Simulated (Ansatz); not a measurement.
Start from a 16-atom supercell of NaBr in the rock salt structure (space group Fm-3m, No. 225) at its relaxed geometry.

```
NaBr
1.0
    0.00000     6.03598     6.03598
    6.03598     0.00000     6.03598
    6.03598     6.03598     0.00000
Br Na
8 8
Direct
  0.00000   0.00000   0.00000
  0.00000   0.00000   0.50000
  0.00000   0.50000   0.00000
  0.00000   0.50000   0.50000
  0.50000   0.00000   0.00000
  0.50000   0.00000   0.50000
  0.50000   0.50000   0.00000
  0.50000   0.50000   0.50000
  0.25000   0.25000   0.25000
  0.25000   0.25000   0.75000
  0.25000   0.75000   0.25000
  0.25000   0.75000   0.75000
  0.75000   0.25000   0.25000
  0.75000   0.25000   0.75000
  0.75000   0.75000   0.25000
  0.75000   0.75000   0.75000
```

Calculations: Ansatz (an electronic-structure program), PBE, PAW, cutoff 420 eV, no spin-orbit coupling.

For the base:

| Property | Result |
|---|---|
| Pressure | 0.0 GPa |
| Mean distance from the defect site to its nearest host atoms | 3.02 Å |

Now apply this change: one Na atom is removed, atoms relaxed at fixed cell, starting from a slightly rattled geometry.

Question: What happens to the largest displacement of a host atom from its site in the perfect cell, pressure and mean distance from the defect site to its nearest host atoms?

Answer: The largest displacement of a host atom from its site in the perfect cell comes out as 0.05 Å; the pressure hardly moves (0.0 GPa against -0.1 GPa); the mean distance from the defect site to its nearest host atoms rises by 0.05 Å (3.02 Å → 3.07 Å).

The magnetic state is the one reached from the starting moments; the real material's order can differ, and small cells can't hold many antiferromagnetic ones. The cell is small, so the values are those of an ordered compound at a high defect concentration; dilute-limit values will differ. A case with no gap was solved on a k-mesh chosen for an insulator, which is coarse for it. The defect cell is spin-polarised and ends with 1.0 μB.
